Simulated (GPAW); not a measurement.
Records of electronic-structure calculations.

```xyz
2
Lattice="0.000 3.300 3.300 3.300 0.000 3.300 3.300 3.300 0.000" Properties=species:S:1:pos:R:3 pbc="T T T" subject="How the form of the self-energy moves the gap of KBr (Fm-3m)" method="DFT, PBE, plane waves, PAW (and 3 further levels or steps)" program="GPAW 26.7.0" settings_of_one_run="cutoff 450 eV, GPAW PAW setups 1.2.1 data release, 4×4×4 k-mesh, nbands 1078" cost="5 runs, 24 min in all on 8 MPI ranks of Arm Neoverse V1, shared host (the runs of this entry)" notes="The cell and positions come from the Crystallography Open Database and are kept as given unless a step says otherwise. Limits: no spin-orbit coupling. Bands and cutoff are finite, so the gap is not at the basis limit. The miss can reach some tenths of an eV and take either sign; the mesh is an error of its own." g0w0_godby_needs_plasmon_pole="7.044 eV" one_shot_hse06="5.532 eV" one_shot_pbe0="6.326 eV" g0w0_full_frequency_hilbert_transform="7.126 eV" known_limits="not at the basis limit; no spin-orbit coupling"
K     0.000    0.000    0.000
Br    3.300    3.300    3.300
```

[Paths, hosts, dates, memory and timing lines, banners, echoed tables and standing remarks are left out of the program output.]

[Logs are printed without paths, hosts, clocks, repeated set-up lines and the standing remarks that a program may print on its own settings, such as how far it seeks lower states.]

[Runs of the session that timed out or met a known fault of the program may be left out.]

[Hosts, paths, dates, database ids (printed as entryN), source tags and the programs' standing remarks are cut or masked in the printed files.]
